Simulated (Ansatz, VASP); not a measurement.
PbS (Galena): VASP beside Ansatz

The input INCAR:

```
AGGAC = 1.0
AGGAX = 1.0
ALDAC = 0.0
ALDAX = 1.0
ALGO = Normal
EDIFF = 1E-7
ENCUT = 520
GGA = B5
ISIF = 2
ISMEAR = 0
LASPH = T
LCHARG = T
LELF = T
LREAL = F
LVHAR = T
LWAVE = F
NBANDS = 17
NELM = 80
PREC = Accurate
SIGMA = 0.01
```

The input KPOINTS:

```
k-points
0
Gamma
  6 6 6
```

File POSCAR:

```
PbS
1.0
    4.1942040000      0.0000000000      0.0000000000
    2.0971020000      3.6322872127      0.0000000000
    2.0971020000      1.2107624042      3.4245532257
Pb S
1 1
Direct
    0.0000000000      0.0000000000      0.0000000000
    0.5000000000      0.5000000000      0.5000000000
```

Input for Ansatz:

```yaml
crystal:
  lattice:
    a: 4.194204
    b: 4.194204
    c: 4.194204
    alpha: 60.0
    beta: 60.0
    gamma: 60.0
  atoms:
    - { symbol: Pb, position: [0.0, 0.0, 0.0] }
    - { symbol: S, position: [0.5, 0.5, 0.5] }
kpoints:
  mp_grid:
    grid: [6, 6, 6]
hamiltonian:
  xc: blyp
scf:
  convergence:
    dr2_threshold: 1.0e-09
  occupations:
    method: fixed
output:
  forces: true
  stress: true
```

Alike in both runs: task single point; functional BLYP; k mesh 6 × 6 × 6; no spin polarisation.

|  | VASP | Ansatz |
| --- | --- | --- |
| version | VASP 6.6.1 | Ansatz 0.2.0 |
| potentials or method | VASP PAW PBE potentials, release 64 (Pb_d, S) | plane waves, PAW |
| plane-wave cutoff (eV) | 520 | 420 |
| occupations | gaussian, width 0.01 eV | fixed |
| valence electrons in the cell | 20 | 20 |

```csv
,VASP,Ansatz,Ansatz less VASP
pressure (GPa),5.9,5.9,-0.07
```

Ansatz warned: «stress_scf_threshold_loose».

Caveats: the PAW data sets were made with another functional, which shifts forces and pressure a little (VASP).
